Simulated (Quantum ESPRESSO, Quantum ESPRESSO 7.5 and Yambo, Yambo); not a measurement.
# CdTe (F-43m): bands and cutoff in G0W0 with Yambo

What does each rung of G0W0 on CdTe (F-43m) cost, and what does it buy?

Method: PBE and many-body steps on it, plane waves, in Quantum ESPRESSO 7.5 and Yambo 5.3.0.

Report form: the programs' logs are mostly left out.

## (1) The structure

Symmetry: F-43m, No. 216, cubic system. Conventional cell: a = 6.480 Å, b = 6.480 Å, c = 6.480 Å, α = 90.00°, β = 90.00°, γ = 90.00°. Nearest to Cd lie 4 Te at 2.81 Å. Te has 4 Cd at 2.81 Å nearest. Farther neighbours and most contacts between anions are not listed.

The cell and positions come from the Crystallography Open Database and are kept as given unless a step says otherwise. Spin-orbit coupling is left out unless a step names it.

## (2) Empty states on the mesh, 4×4×4 mesh, 305 bands

This step: Quantum ESPRESSO 7.5; DFT, PBE, plane waves, norm-conserving pseudopotentials.

The sums over transitions need many empty states on a uniform mesh; this step solves for them.

pw.in reads:

```
&control
  calculation = 'nscf'
  prefix = 'x'
  outdir = 'o'
  pseudo_dir = 'pseudo'
/
&system
  ibrav = 0
  nat = 2
  ntyp = 2
  ecutwfc = 94.0
  nbnd = 305
  force_symmorphic = .true.
/
&electrons
  conv_thr = 1e-9
  electron_maxstep = 80
  diago_full_acc = .true.
  diago_thr_init = 5e-6
/
ATOMIC_SPECIES
  Cd 112.41 Cd.upf
  Te 127.6 Te.upf
CELL_PARAMETERS angstrom
  0.0000000000 3.2400000000 3.2400000000
  3.2400000000 0.0000000000 3.2400000000
  3.2400000000 3.2400000000 0.0000000000
ATOMIC_POSITIONS crystal
  Cd 0.0000000000 0.0000000000 0.0000000000
  Te 0.2500000000 0.2500000000 0.2500000000
K_POINTS automatic
  4 4 4 0 0 0
```

Run with:

```
> OMP_NUM_THREADS=1 mpirun -n 4 pw.x -nk 4 -in pw.in > pw.out
```

Run time: 66 s. Hardware: 4 MPI ranks of Arm Neoverse V1, shared host; peak memory 0.96 GiB.

Numbers from this step:

```yaml
gap: 0.7705 eV
k_of_the_valence_top: 0, 0, 0
k_of_the_conduction_bottom: 0, 0, 0
least_direct_gap: 0.7705 eV
k_points_computed: 8
lowest_point_of_the_top_converged_band_above_the_valence_top: 137.2128 eV
```

On this mesh the gap is 0.770 eV.

The density comes from a self-consistent run that is not shown.

## (3) Conversion and set-up

This step: Yambo 5.3.0; conversion and set-up on PBE, plane waves, norm-conserving pseudopotentials.

The states are converted to the many-body program's format and the q mesh is built.

Run with:

```
> (cd o/x.save; p2y > p2y.log; mv SAVE ../..); yambo > setup.log
```

The job ended after 3.7 s (1 MPI rank; peak memory 0.26 GiB).

## (4) 57 bands, 88.4 eV

G0W0 replaces the xc potential by the self-energy, built once from these orbitals. Only a window of levels is corrected, while the sums run over the empty bands that the input names.

This step: G0W0 on PBE, plane waves, norm-conserving pseudopotentials.

gw1.in reads:

```
HF_and_locXC
gw0
dyson
ppa
em1d
rim_cut
RandQpts= 1000000
RandGvec= 1 RL
EXXRLvcs= 94 Ry
VXCRLvcs= 376 Ry
Chimod= "HARTREE"
% BndsRnXp
 1 | 57 |
%
NGsBlkXp= 6.5 Ry
% LongDrXp
 1 | 1 | 1 |
%
% GbndRnge
 1 | 57 |
%
DysSolver= "n"
ExtendOut
PPAPntXp= 27.21138 eV
% QPkrange
 1 | 1 | 21 | 24 |
%
```

Run with:

```
> OMP_NUM_THREADS=1 mpirun -n 4 yambo -F gw1.in -J gw1 -C gw1 > gw1.log
```

Wall time 62 s (4 MPI ranks); peak memory 2.3 GiB; 4.1 min of CPU time.

This step gave:

```yaml
g0w0_gap_on_the_points_computed: 1.595 eV
starting_gap_on_the_mesh: 0.7705 eV
k_of_the_valence_top: 0, 0, 0
k_of_the_conduction_bottom: 0, 0, 0
least_direct_g0w0_gap_on_the_computed_points: 1.595 eV
z_at_the_valence_top: 0.7971
z_at_the_conduction_bottom: 0.8116
```

The gap on the mesh goes from 0.77 eV to 1.60 eV, a correction of +0.82 eV.

## (5) 137 bands, 156.5 eV

gw2.in reads:

```
HF_and_locXC
gw0
dyson
ppa
em1d
rim_cut
RandQpts= 1000000
RandGvec= 1 RL
EXXRLvcs= 94 Ry
VXCRLvcs= 376 Ry
Chimod= "HARTREE"
% BndsRnXp
 1 | 137 |
%
NGsBlkXp= 11.5 Ry
% LongDrXp
 1 | 1 | 1 |
%
% GbndRnge
 1 | 137 |
%
DysSolver= "n"
ExtendOut
PPAPntXp= 27.21138 eV
% QPkrange
 1 | 1 | 21 | 24 |
%
```

Run with:

```
> OMP_NUM_THREADS=1 mpirun -n 4 yambo -F gw2.in -J gw2 -C gw2 > gw2.log
```

It took 4.4 min on 4 MPI ranks; peak memory 2.4 GiB; 17 min of CPU time.

This step gave:

```
G0W0 gap on the points computed              : 1.538 eV
starting gap on the mesh                     : 0.7705 eV
k of the valence top                         : 0, 0, 0
k of the conduction bottom                   : 0, 0, 0
least direct G0W0 gap on the computed points : 1.538 eV
Z at the valence top                         : 0.7988
Z at the conduction bottom                   : 0.8108
```

Against G0W0 in Yambo (4×4×4 mesh, 57 bands, screening to 88.4 eV, Godby-Needs plasmon pole), the gap moves by −0.058 eV.

## (6) 305 bands, 244.9 eV

gw3.in reads:

```
HF_and_locXC
gw0
dyson
ppa
em1d
rim_cut
RandQpts= 1000000
RandGvec= 1 RL
EXXRLvcs= 94 Ry
VXCRLvcs= 376 Ry
Chimod= "HARTREE"
% BndsRnXp
 1 | 305 |
%
NGsBlkXp= 18 Ry
% LongDrXp
 1 | 1 | 1 |
%
% GbndRnge
 1 | 305 |
%
DysSolver= "n"
ExtendOut
PPAPntXp= 27.21138 eV
% QPkrange
 1 | 1 | 21 | 24 |
%
```

Run with:

```
> OMP_NUM_THREADS=1 mpirun -n 4 yambo -F gw3.in -J gw3 -C gw3 > gw3.log
```

Run time: 22 min. Hardware: 4 MPI ranks; peak memory 3.2 GiB; 90 min of CPU time.

This step gave:

```yaml
g0w0_gap_on_the_points_computed: 1.563 eV
starting_gap_on_the_mesh: 0.7705 eV
k_of_the_valence_top: 0, 0, 0
k_of_the_conduction_bottom: 0, 0, 0
least_direct_g0w0_gap_on_the_computed_points: 1.563 eV
```

Against G0W0 in Yambo (4×4×4 mesh, 137 bands, screening to 156.5 eV, Godby-Needs plasmon pole), the gap moves by +0.025 eV.

## (7) Side by side

Times are wall times on 4 MPI ranks of Arm Neoverse V1, shared host, good to a factor of about two.

| run | mesh | bands | screening cutoff (eV) | DFT gap (eV) | gap on the mesh (eV) | direct (eV) | time |
| --- | --- | --- | --- | --- | --- | --- | --- |
| 57 bands, 88.4 eV | 4×4×4 | 57 | 88.4 | 0.770 | 1.595 | 1.595 | 62 s |
| 137 bands, 156.5 eV | 4×4×4 | 137 | 156.5 | 0.770 | 1.538 | 1.538 | 4.4 min |
| 305 bands, 244.9 eV | 4×4×4 | 305 | 244.9 | 0.770 | 1.563 | 1.563 | 22 min |

## (8) Outcome

```json
{
  "57 bands, 88.4 eV": "1.595 eV",
  "137 bands, 156.5 eV": "1.538 eV",
  "305 bands, 244.9 eV": "1.563 eV",
  "known limits": "not at the basis limit; no spin-orbit coupling; coarse k mesh"
}
```

From the first rung to the last the gap moves by −0.03 eV for 22 times the time. The gap turns back along the series, so no limit is drawn from it. In the G0W0 runs levels were corrected at 1 k point alone, so a gap called «on the mesh» is the least over those, and an edge elsewhere would be missed. The 4×4×4 mesh is coarse for this cell, which bears on the long-range parts of exchange and screening. The many-body steps are scalar-relativistic: spin-orbit coupling is not in them.

[Paths, hosts, dates, memory and timing lines, banners, echoed tables and standing remarks are left out of the program output.]

[Logs are printed without paths, hosts, clocks, repeated set-up lines and the standing remarks that a program may print on its own settings, such as how far it seeks lower states.]

[Runs of the session that timed out or met a known fault of the program may be left out.]

[Hosts, paths, dates, database ids (printed as entryN), source tags and the programs' standing remarks are cut or masked in the printed files.]
